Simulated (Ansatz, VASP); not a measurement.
**InSe in two plane-wave programs**

Aim: how closely do two programs agree when they are given the same cell, functional and k mesh? The cell is taken from a series of VASP runs on this material, whose earlier steps may have relaxed, scaled or displaced it; both programs get it as it stands.

Main program and level: Ansatz 0.2.0; plane waves, with VASP 6.6.1 beside it; relaxation of cell and atoms at PBEsol.

## Step 1: The structure

It takes space group R3m (No. 160, trigonal). The conventional cell has a = 4.012 Å, b = 4.012 Å, c = 25.238 Å, α = 90.00°, β = 90.00°, γ = 120.00°. Nearest to In lie 3 Se at 2.65 Å and 1 In at 2.78 Å. In has 3 Se at 2.65 Å and 1 In at 2.78 Å nearest. Nearest to Se lie 3 In at 2.65 Å. Se has 3 In at 2.65 Å nearest. Farther neighbours and most contacts between anions are not listed.

## Step 2: Ansatz: relaxation of cell and atoms, PBEsol

Ansatz runs on its default PAW (the set named soft_2) files.

The relaxed volume is the usual yardstick between codes: its relative difference is about their pressure difference at one cell divided by the bulk modulus.

Input file input.yaml:

```yaml
crystal:
  lattice:
    - [2.005810716, 1.1580553568, 8.4127704052]
    - [-2.005810716, 1.1580553568, 8.4127704052]
    - [0.0, -2.3161107137, 8.4127704052]
  atoms:
    - { symbol: In, position: [0.1107740814, 0.1107740814, 0.1107740814] }
    - { symbol: In, position: [0.0006708511, 0.0006708511, 0.0006708511] }
    - { symbol: Se, position: [0.8280641306, 0.8280641306, 0.8280641306] }
    - { symbol: Se, position: [0.6164909369, 0.6164909369, 0.6164909369] }
hamiltonian:
  xc: pbesol
  pseudopotentials: { kind: paw }
kpoints:
  mp_grid: { grid: [10, 10, 10] }
scf:
  occupations: { method: gaussian, width: 0.03 }
relax:
  f_tol: 0.01
  max_steps: 60
  cell: { stress_tol: 0.05 }
output:
  forces: true
  stress: true
```

The run is started by

```bash
$ ansatz run input.yaml --threads 4 --pin off --max-ram 9216MiB --backend cpu --events-out ev --progress --plain --runs-dir out
```

Numbers of over 12 decimals in the logs are rounded to 6 here.

The log of the run:

```text
basis.fft_grid_basis auto: the FFT boxes are laid along the combinations [[1, 0, -1], [0, 1, -1], [0, 0, 1]] of the cell's own vectors, 4.012, 4.012 and 8.726 Å long. The dense box has 27×27×60 points. Along the cell's own vectors, as sized, it would have 60×60×60, 4.94 times as many. Of the 6 symmetry operations that the crystal satisfies within crystal.symmetry.tolerance (time reversal apart; of a slab, those that  [...]
Engine: ansatz 0.2.0, aarch64-unknown-linux-gnu
Pseudopotentials: kind: paw
Pseudopotential: In, paw, valence charge 13, recommended cutoff 420 eV (normal), In.paw.azcp
Pseudopotential: Se, paw, valence charge 16, recommended cutoff 420 eV (normal), Se.paw.azcp
Functional definition: PBEsol
  exchange = pbesol_x
  correlation = pbesol_c
Crystal: 4 atoms, lattice volume = 117.249 Å³
Basis set: ecut = 420 eV, 2309 PW (Γ), FFT grids on a1−a3, a2−a3, a3, exchange–correlation on 54×54×120 points (8 copies of the dense FFT grid, shifted against one another)
Bands: 35, of which v1, the nominal top of the filled ones, is band 29 counted from 1 (28 counted from 0)
Symmetry: 6 space group operations
Space group: R3m (ITA 160), of the structure as read, at distance tolerance 4.9e-5 Å
k-points: 116 of 1000 (time reversal used)
Non-local potential: In, projectors of the file, l = 0: 2, l = 1: 2, l = 2: 2, l = 3: 2
Non-local potential: Se, projectors of the file, l = 0: 2, l = 1: 2, l = 2: 3, l = 3: 1
PAW form: soft (Blöchl's): semilocal exchange-correlation on the pseudo side does not see the compensation charge
PAW frozen core: In, regenerated for the run's functional, and the local potential with it (the file was generated under x = pbe(κ = 0.804, μ = 0.219515), c = pbe(β = 0.066725))
PAW frozen core: Se, regenerated for the run's functional, and the local potential with it (the file was generated under x = pbe(κ = 0.804, μ = 0.219515), c = pbe(β = 0.066725))
PAW one-centre angular grid: In, 590 points (default); XC on 64 Gauss nodes
PAW one-centre angular grid: Se, 590 points (default); XC on 64 Gauss nodes
Initial density: superposition of atomic densities (neutral atoms: chi_scale 0, normalization atom), corrected by the library's trained network
Initial wavefunctions: pseudopotential atomic-orbital guess
Functional: x = pbesol(κ = 0.804, μ = 0.123457), c = pbesol(β = 0.046)
SCF iter   1: F=—  HF=-21901.171957 eV  |F-HF|=—  |Δ(HF+E_count)|=         —  Δρ=4.14e-3  dr2=4.41e-2  ethr=1.77e-3  ⟨swp⟩=6.8  Hψ=17338  notcnv=0
preconditioner: auto → Resta (q_TF=auto, 2.426 Å⁻¹)  ε∞=3.3  [insulator: Δε(μ)=0.339 eV  Ē_g=13.849 eV  σ=0.030 eV  W_gap=1.00  n_scr=30 (ndim 8)  ℏωp=21.1 eV  f_vac=0.085  D(μ)=0.00/eV (n_scr^D=0)  ε∞_Penn≈3.3]
SCF iter   2: F=—  HF=-21901.160516 eV  |F-HF|=—  |Δ(HF+E_count)|=   1.14e-2  Δρ=1.55e-3  dr2=2.96e-3  ethr=7.60e-5  ⟨swp⟩=2.7  Hψ=5748  notcnv=0  defer=134
SCF iter   3: F=—  HF=-21901.160095 eV  |F-HF|=—  |Δ(HF+E_count)|=   4.21e-4  Δρ=6.51e-4  dr2=6.02e-4  ethr=5.11e-6  ⟨swp⟩=2.0  Hψ=6008  notcnv=0  defer=134
SCF iter   4: F=—  HF=-21901.160162 eV  |F-HF|=—  |Δ(HF+E_count)|=   6.70e-5  Δρ=1.98e-4  dr2=5.77e-5  ethr=1.04e-6  ⟨swp⟩=2.0  Hψ=4663  notcnv=0  defer=134
SCF iter   5: F=—  HF=-21901.160195 eV  |F-HF|=—  |Δ(HF+E_count)|=   3.35e-5  Δρ=3.95e-5  dr2=2.13e-6  ethr=9.94e-8  ⟨swp⟩=2.0  Hψ=4970  notcnv=0  defer=134
SCF iter   6: F=—  HF=-21901.160198 eV  |F-HF|=—  |Δ(HF+E_count)|=   3.01e-6  Δρ=8.24e-6  dr2=1.06e-7  ethr=3.68e-9  ⟨swp⟩=2.0  Hψ=5021  notcnv=0  defer=134
SCF iter   7: F=-21901.160199 eV  HF=-21901.160199 eV  |F-HF|=5.34e-9  |Δ(HF+E_count)|=   1.63e-7  Δρ=2.71e-6  dr2=1.08e-8  ethr=1.72e-10  ⟨swp⟩=4.0  Hψ=14556  notcnv=0
SCF 1 converged in 7 iterations: F = -21901.160199 eV  dr2 = 1.08e-8
  greatest PAW one-centre occupation: 1.000 electrons in one spin orbital (limit 2), on the Se atom at site 2 (counted from 0), in its partial waves of l = 2
relax step   1: F+E_penalty+E_count = -21901.16019860 eV  Δ(F+E_penalty+E_count) = +0.000e0 eV  max|allowed force component| = 5.131e-2 eV/Å  Δτ_max = 0.0000 Å  P = -0.139 GPa  Ω = 117.249 Å³  (7 SCF iters, dr2 threshold 1.00e-7 eV, accepted)
[...]
relax step   2: F+E_penalty+E_count = -21901.15986694 eV  Δ(F+E_penalty+E_count) = +3.317e-4 eV  max|allowed force component| = 7.062e-2 eV/Å  Δτ_max = 0.0220 Å  P = +0.170 GPa  Ω = 117.317 Å³  energy of the carried Pulay correction = -1.183e-5 eV  (6 SCF iters, dr2 threshold 1.65e-7 eV, rejected (line search))
[...]
relax step   3: F+E_penalty+E_count = -21901.16047690 eV  Δ(F+E_penalty+E_count) = -2.783e-4 eV  max|allowed force component| = 7.702e-4 eV/Å  Δτ_max = 0.0087 Å  P = +0.000 GPa  Ω = 117.229 Å³  energy of the carried Pulay correction = +3.411e-6 eV  (9 SCF iters, accepted)
[...]
relax step   4: F+E_penalty+E_count = -21901.16047106 eV  Δ(F+E_penalty+E_count) = +5.841e-6 eV  max|allowed force component| = 7.760e-4 eV/Å  Δτ_max = 0.0000 Å  P = +0.000 GPa  Ω = 117.229 Å³  stress off target by 1.71e-2 GPa  SCF on the basis re-selected at this cell (its energy is not comparable with the rows above)  (4 SCF iters)
basis re-selected at this cell: Δ(F+E_penalty+E_count) = +5.841e-6 eV, ΔP = +0.000 GPa vs the last step (what re-selecting the basis moved, of the pressure what is left beyond the Pulay correction that the steps carried, after the strain that the cell walked since its last selection, with what the two solves' SCF thresholds leave and, on support functions, any second-order correction that the steps lacked; it is no m [...]
SCF converged after 4 iterations
Free energy (F): -21901.160471 eV
Harris-Foulkes:  -21901.160471 eV  (|F-HF|=1.46e-11)
Internal energy: -21901.160471 eV  (E = F + TS)
E sigma→0 (E₀):  -21901.160471 eV
Fermi energy:    7.280332 eV
--- Per-component energies (eV) ---
  E_band       = -922.710021
  E_kinetic    = 723.098847
  E_local      = -7921.397008  (includes V_loc(G=0)·N_el)
  E_nonlocal   = -448.440603
  E_hartree    = 3644.770579
  E_xc         = -632.903897
  E_vxc        = -394.999477  (∫ρ·V_xc dr)
  E_paw        = -11904.094259  (= ΣΔE_a)
  E_vpaw       = -170.511772  (= ΣTr[D̂ρ^β])
  E_aug_tail   = -0.001160  (compensation charges beyond the density's cutoff)
  E_ewald      = -5364.681678
  E_core_change = 2.488706  (= ΣΔE_core)
  E_smearing   = -0.000000  (= −TS)
  E_closure    = 0.000000  (closes the sum)
  Σ components = -21901.160471   (vs F -21901.160471, Δ=0.00e0)
--- Forces (eV/Å), atoms counted from 1 ---
  atom   1  In     0.00000000     0.00000000    -0.00032253
  atom   2  In     0.00000000    -0.00000000     0.00077599
  atom   3  Se    -0.00000000    -0.00000000     0.00008460
  atom   4  Se    -0.00000000     0.00000000    -0.00053798
  max |Σ_I F_I| component: 7.56e-8 eV/Å
--- Stress (GPa, compression-positive) ---
       -0.008151       0.000000       0.000000
        0.000000      -0.008151      -0.000000
        0.000000      -0.000000       0.017056
  P = ⅓ Tr σ = 0.0003 GPa (0.003 kbar)
--- Relaxed structure (3 steps of the walk, 2 accepted, 1 SCFs on fresh bases) ---
  F+E_penalty+E_count = -21901.16047106 eV   max|allowed force component| = 7.760e-4 eV/Å   (the final SCF, on the basis selected at the relaxed cell)
  cell:  # Å, volume = 117.2295 Å³
    - [2.004873, 1.157514, 8.419231]
    - [-2.004873, 1.157514, 8.419231]
    - [0, -2.315028, 8.419231]
  atoms:
    - { symbol: In, position: [0.110632, 0.110632, 0.110632] }
    - { symbol: In, position: [0.000707145, 0.000707145, 0.000707145] }
    - { symbol: Se, position: [0.827825, 0.827825, 0.827825] }
    - { symbol: Se, position: [0.616836, 0.616836, 0.616836] }
```

Elapsed: 36 s, on 4 threads of Arm Neoverse V1, shared host; peak memory 0.64 GiB; 2.4 min of CPU time.

## Step 3: VASP: relaxation of cell and atoms, PBEsol

The same cell, functional, mesh and smearing now go to VASP, with its own data sets and cutoff.

Lines of VASP's logs that name or quote its potential files are left out, and so is its time.

Input file INCAR:

```
SYSTEM = InSe
PREC = Accurate
ENCUT = 450
EDIFF = 1E-07
NELM = 100
ISMEAR = 0
SIGMA = 0.03
LREAL = .FALSE.
ALGO = Normal
GGA = PS
NBANDS = 25
LORBIT = 11
LWAVE = .FALSE.
LCHARG = .FALSE.
KPAR = 8
IBRION = 2
NSW = 50
ISIF = 3
EDIFFG = -0.002
```

Input file POSCAR:

```
InSe
1.0
    2.0058107160      1.1580553568      8.4127704052
   -2.0058107160      1.1580553568      8.4127704052
    0.0000000000     -2.3161107137      8.4127704052
In Se
2 2
Direct
    0.1107740814      0.1107740814      0.1107740814
    0.0006708511      0.0006708511      0.0006708511
    0.8280641306      0.8280641306      0.8280641306
    0.6164909369      0.6164909369      0.6164909369
```

Input file KPOINTS:

```
Automatic mesh
0
Gamma
10 10 10
0 0 0
```

Potentials, in the order of the species: In_d and Se (PBE family, release 64).

The run is started by

```bash
$ mpirun -np 8 vasp_std
```

The log of the run:

```text
[banner, memory and clock lines left out]
running    8 mpi-ranks, on    1 nodes
 distrk:  each k-point on    1 cores,    8 groups
 distr:  one band on    1 cores,    1 groups

 POSCAR found type information on POSCAR InSe
 POSCAR found :  2 types and       4 ions
|                                                                             |
|           W    W    AA    RRRRR   N    N  II  N    N   GGGG   !!!           |
|           W    W   A  A   R    R  NN   N  II  NN   N  G    G  !!!           |
|           W    W  A    A  R    R  N N  N  II  N N  N  G       !!!           |
|           W WW W  AAAAAA  RRRRR   N  N N  II  N  N N  G  GGG   !            |
|           WW  WW  A    A  R   R   N   NN  II  N   NN  G    G                |
|           W    W  A    A  R    R  N    N  II  N    N   GGGG   !!!           |
|                                                                             |
|     For optimal performance we recommend to set                             |
|       NCORE = 2 up to number-of-cores-per-socket                            |
|     NCORE specifies how many cores store one orbital (NPAR=cpu/NCORE).      |
|     This setting can greatly improve the performance of VASP for DFT.       |
|     The default, NCORE=1 might be grossly inefficient on modern             |
|     multi-core architectures or massively parallel machines. Do your        |
|     Unfortunately you need to use the default for GW and RPA                |
|     calculations (for HF NCORE is supported but not extensively tested      |
|     yet).                                                                   |
|                                                                             |

|                                                                             |
|               ----> ADVICE to this user running VASP <----                  |
|                                                                             |
|     You enforced a specific xc type in the INCAR file but a different       |
|     [... a line on the potential file left out ...]
|     I HOPE YOU KNOW WHAT YOU ARE DOING!                                     |
|                                                                             |

 LDA part: xc-table for (Slater+PW92), standard interpolation
 POSCAR, INCAR and KPOINTS ok, starting setup
 FFT: planning ... GRIDC
 FFT: planning ... GRID_SOFT
 FFT: planning ... GRID
 WAVECAR not read
 entering main loop
       N       E                     dE             d eps       ncg     rms          rms(c)
DAV:   1     0.314760522172E+03    0.31476E+03   -0.16077E+04  5800   0.150E+03
DAV:   2     0.187324413950E+02   -0.29603E+03   -0.28977E+03  6002   0.374E+02
DAV:   3    -0.147063936250E+02   -0.33439E+02   -0.32833E+02  7529   0.141E+02
DAV:   4    -0.160029786278E+02   -0.12966E+01   -0.12943E+01  6634   0.304E+01
DAV:   5    -0.160632568945E+02   -0.60278E-01   -0.60271E-01  9484   0.594E+00    0.645E+00
DAV:   6    -0.156293654877E+02    0.43389E+00   -0.94168E-01  7865   0.168E+01    0.390E+00
DAV:   7    -0.155988044491E+02    0.30561E-01   -0.33912E-01  8092   0.462E+00    0.111E+00
DAV:   8    -0.155951872674E+02    0.36172E-02   -0.29885E-02  8750   0.198E+00    0.549E-01
DAV:   9    -0.155952434700E+02   -0.56203E-04   -0.47517E-03  7040   0.510E-01    0.141E-01
DAV:  10    -0.155952657342E+02   -0.22264E-04   -0.31703E-04  7974   0.138E-01    0.714E-02
DAV:  11    -0.155953252482E+02   -0.59514E-04   -0.12076E-04  6979   0.108E-01    0.204E-02
DAV:  12    -0.155953208441E+02    0.44041E-05   -0.16035E-05  9203   0.515E-02    0.129E-02
DAV:  13    -0.155953230200E+02   -0.21759E-05   -0.39015E-06  7237   0.121E-02    0.680E-03
DAV:  14    -0.155953234656E+02   -0.44560E-06   -0.11936E-06  6518   0.133E-02    0.154E-03
DAV:  15    -0.155953235060E+02   -0.40352E-07   -0.83564E-08  5086   0.242E-03
   1 F= -.15595324E+02 E0= -.15595324E+02  d E =-.155953E+02
[... from here on, the cycles between the ionic steps are left out ...]
   2 F= -.15595378E+02 E0= -.15595378E+02  d E =-.547269E-04
   3 F= -.15595379E+02 E0= -.15595379E+02  d E =-.550643E-04
   4 F= -.15595395E+02 E0= -.15595395E+02  d E =-.161376E-04
   5 F= -.15595395E+02 E0= -.15595395E+02  d E =-.166864E-04
   6 F= -.15595395E+02 E0= -.15595395E+02  d E =-.167715E-04
   7 F= -.15595399E+02 E0= -.15595399E+02  d E =-.347953E-05
   8 F= -.15595403E+02 E0= -.15595403E+02  d E =-.772688E-05
   9 F= -.15595405E+02 E0= -.15595405E+02  d E =-.219860E-05
  10 F= -.15595411E+02 E0= -.15595411E+02  d E =-.818883E-05
  11 F= -.15595421E+02 E0= -.15595421E+02  d E =-.174434E-04
  12 F= -.15595428E+02 E0= -.15595428E+02  d E =-.251312E-04
 curvature:  -8.26 expect dE=-0.729E-04 dE for cont linesearch -0.125E-07
 trial: gam= 1.31044 g(F)=  0.106E-05 g(S)=  0.775E-05 ort = 0.216E-06 (trialstep = 0.636E+00)
 search vector abs. value=  0.624E-04
 bond charge predicted
       N       E                     dE             d eps       ncg     rms          rms(c)
DAV:   1    -0.155954354061E+02   -0.71705E-05   -0.21872E-03  5854   0.290E-01    0.270E-02
DAV:   2    -0.155954361831E+02   -0.77697E-06   -0.12351E-04  6812   0.973E-02    0.125E-02
DAV:   3    -0.155954330948E+02    0.30883E-05   -0.65947E-06  8782   0.235E-02    0.754E-03
DAV:   4    -0.155954321679E+02    0.92686E-06   -0.21020E-06  7704   0.152E-02    0.237E-03
DAV:   5    -0.155954322438E+02   -0.75890E-07   -0.43597E-07  6252   0.531E-03
  13 F= -.15595432E+02 E0= -.15595432E+02  d E =-.404399E-05
 trial-energy change:   -0.000004  1 .order   -0.000004   -0.000006   -0.000002
 step:   1.0031(harm=  1.0031)  dis= 0.00099  next Energy=   -15.595433 (dE=-0.456E-05)
 reached required accuracy - stopping structural energy minimisation
```

(Part 1 of 2 ends here.)

[Lines on the potential files, build, host, timing and source positions are cut from VASP's logs without a mark.]

[Logs are printed without paths, hosts, clocks, repeated set-up lines and the standing remarks that a program may print on its own settings, such as how far it seeks lower states.]

[Hosts, paths, dates, database ids (printed as entryN), source tags and the programs' standing remarks are cut or masked in the printed files.]
